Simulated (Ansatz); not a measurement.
Si2W:

```xyz
3
Lattice="-1.6069 1.6069 3.9150 1.6069 -1.6069 3.9150 1.6069 1.6069 -3.9150" Properties=species:S:1:pos:R:3 pbc="T T T"
W     0.0000    0.0000    0.0000
Si    0.0000    0.0000    5.2092
Si    0.0000    0.0000    2.6207
```

A run of Ansatz 0.2.0 on this cell left the log below. Logs are shortened: lines on timing, memory, paths and dates and some standing lists are left out, and cuts for length are marked.

```text
Warning: output.stress: scf.convergence.dr2_threshold = 1e-7 eV (the SCF's general default) is looser than the 3e-10 eV advised for a printed stress (1e-10 eV for each atom of the cell: 3). What an SCF threshold leaves in a stress goes as its square root, and in the free energy as the threshold itself, and one threshold admits the most on a small cell: of the crystals measured, under no hybrid functional and no lock of the moments, on runs that ended without the residual-converged pass, on stresses that held no estimate of that error, the worst erred by over 100 MPa in a component at 1e-7 eV an atom and by under 5 at 1e-10. Set scf.convergence.dr2_threshold to 3e-10 eV or tighter. The threshold is an SCF's pass mark: one that does not reach it within its budget of iterations ends unconverged, or closes short of it on a stop that the run arms, and scf.convergence.dr2_threshold's page says what that costs each kind of run
Warning: output.stress: scf.exx.energy_threshold = 1e-6 eV is looser than the 3e-8 eV advised for a stress under a hybrid functional (1e-8 eV for each atom of the cell: 3). Every SCF of the exchange loop can meet its threshold on dr2 while the loop round them stops early: no threshold on dr2 bounds what that leaves in the stress. Set scf.exx.energy_threshold to 3e-8 eV or tighter. The threshold is the loop's pass mark: a loop that does not reach it within its budget of cycles ends unconverged, and scf.exx.energy_threshold's page has the law
Warning: RAYON_NUM_THREADS=2 ignored (pool sized by the plan → 2); use --threads N
Engine: ansatz 0.2.0, aarch64-unknown-linux-gnu
Pseudopotentials: kind: paw
Pseudopotential: W, paw, valence charge 14, recommended cutoff 420 eV (normal), W.paw.azcp
Pseudopotential: Si, paw, valence charge 4, recommended cutoff 420 eV (normal), Si.paw.azcp
Functional definition: unnamed
  parameter a_1 = 0.5
  parameter omega_1 = 0.2/angstrom
  exchange = pbe_x + (-a_1)*pbe_x_sr(omega_1) + a_1*exact_x_sr(omega_1)
  correlation = pbe_c
Crystal: 3 atoms, lattice volume = 40.436 Å³
Basis set: ecut = 420 eV, 793 PW (Γ), exchange–correlation on 64×64×64 points (8 copies of the dense FFT grid, shifted against one another)
Bands: 15, of which v1, the nominal top of the filled ones, is band 11 counted from 1 (10 counted from 0)
Symmetry: 16 space group operations
Space group: I4/mmm (ITA 139), of the structure as read, at distance tolerance 3.4e-5 Å
k-points: 30 of 216
Non-local potential: W, projectors of the file, l = 0: 3, l = 1: 2, l = 2: 2, l = 3: 1
Non-local potential: Si, projectors of the file, l = 0: 2, l = 1: 2, l = 2: 2
PAW form: soft (Blöchl's): semilocal exchange-correlation on the pseudo side does not see the compensation charge
PAW frozen core: W, regenerated for the run's functional, and the local potential with it (the file was generated under x = pbe(κ = 0.804, μ = 0.2195149727645171), c = pbe(β = 0.06672455060314922))
PAW frozen core: Si, regenerated for the run's functional, and the local potential with it (the file was generated under x = pbe(κ = 0.804, μ = 0.2195149727645171), c = pbe(β = 0.06672455060314922))
PAW one-centre angular grid: W, 590 points (default); XC on 64 Gauss nodes
PAW one-centre angular grid: Si, 110 points (default); XC on 64 Gauss nodes
[... 55 lines left out ...]
Stability not checked: this state was not tested for a lower state beside it, because the functional holds exact exchange (a hybrid, or Hartree-Fock), whose exchange loop this test does not read (fock_operator; see scf.lower_state_search)
Free energy (F): -11661.570600 eV
Frozen-core exchange: fock
Harris-Foulkes:  -11661.570600 eV  (|F-HF|=1.15e-10)
Internal energy: -11661.569910 eV  (E = F + TS)
E sigma→0 (E₀):  -11661.570255 eV
Entropy (-TS):   -0.000690 eV (-0.230 meV/atom)
Fermi energy:    16.937019 eV
--- Per-component energies (eV) ---
  E_band       = -150.129632
  E_kinetic    = 539.401091
  E_local      = -936.539409  (includes V_loc(G=0)·N_el)
  E_nonlocal   = 49.899855
  E_hartree    = 368.259673
  E_xc         = -229.439535
  E_vxc        = -202.320070  (∫ρ·V_xc dr)
  E_exx        = -105.864882  (= α·E_x^exact, valence–valence)
  E_paw        = -9636.804987  (= ΣΔE_a)
  E_vpaw       = -125.360809  (= ΣTr[D̂ρ^β])
  E_aug_tail   = -0.000065  (compensation charges beyond the density's cutoff)
  E_ewald      = -1704.482625
  E_core_change = -5.999028  (= ΣΔE_core)
  E_smearing   = -0.000690  (= −TS)
  E_closure    = 0.000001  (closes the sum)
  Σ components = -11661.570600   (vs F -11661.570600, Δ=0.00e0)
--- Forces (eV/Å), atoms counted from 1 ---
  atom   1  W      0.00000000     0.00000000    -0.00000000
  atom   2  Si     0.00000000    -0.00000000    -0.21854118
  atom   3  Si    -0.00000000     0.00000000     0.21854118
  max |Σ_I F_I| component: 2.78e-17 eV/Å
--- Stress (GPa, compression-positive) ---
       -7.023107       0.000000       0.000000
        0.000000      -7.023107      -0.000000
        0.000000      -0.000000      -9.229636
  P = ⅓ Tr σ = -7.7586 GPa (-77.586 kbar)
--- Band table (eV; the first three rows and the last of 30) ---
  k-point 0: bands = ["-64.9935", "-26.6075", "-26.4904", "-26.4904", "-0.9517", "7.9848", "11.8379", "12.6064", "12.6661", "12.6661", "17.3353", "20.0821", "20.3734", "20.3734", "20.4194"]
  k-point 1: bands = ["-64.9878", "-26.5934", "-26.5655", "-26.5643", "0.1160", "8.8485", "10.1358", "10.7412", "12.7184", "13.7306", "14.0048", "19.9853", "21.2730", "21.4442", "22.0412"]
  k-point 2: bands = ["-64.9763", "-26.7101", "-26.7089", "-26.5647", "2.8281", "8.4405", "8.4820", "9.4987", "12.4933", "13.0286", "13.3278", "19.2591", "21.0245", "21.7775", "21.9762"]
  k-point 29: bands = ["-64.9938", "-26.6230", "-26.4904", "-26.4904", "1.8349", "2.7735", "11.9791", "13.4397", "15.4851", "15.4851", "15.7074", "15.7074", "17.6160", "22.2139", "23.1990"]
```

Q: What input gives this log?

A: Single point with HSE06 form with a typed share of exact exchange, no spin polarisation. The files as run (others can give the same):

input.yaml
```yaml
crystal:
  lattice:
    - [-1.6069, 1.6069, 3.91495]
    - [1.6069, -1.6069, 3.91495]
    - [1.6069, 1.6069, -3.91495]
  atoms:
    - { symbol: W, position: [0.0, 0.0, 0.0] }
    - { symbol: Si, position: [0.6653, 0.6653, 0.0] }
    - { symbol: Si, position: [0.3347, 0.3347, 0.0] }
hamiltonian:
  xc: { exchange: pbe, correlation: pbe, exx: { coeff: 0.5, omega: 0.2 } }
  pseudopotentials: { kind: paw }
kpoints:
  mp_grid: { grid: [6, 6, 6] }
scf:
  occupations: { method: fermi_dirac, width: 0.05 }
output:
  forces: true
  stress: true
  eigenvalues: true
```

Potentials or basis: Ansatz PAW.
Command:
```bash
$ ansatz run input.yaml --threads 2 --pin off --max-ram 5632MiB --backend cpu --events-out ev --progress --plain --runs-dir out
```

Caveat: the k mesh is coarse (spacing up to 0.46 Å⁻¹), so the values aren't converged, least of all with exact exchange; the PAW data sets come from PBE, with cores solved anew for the run's functional, which leaves a small shift of forces and pressure; the thresholds are loose for stress.
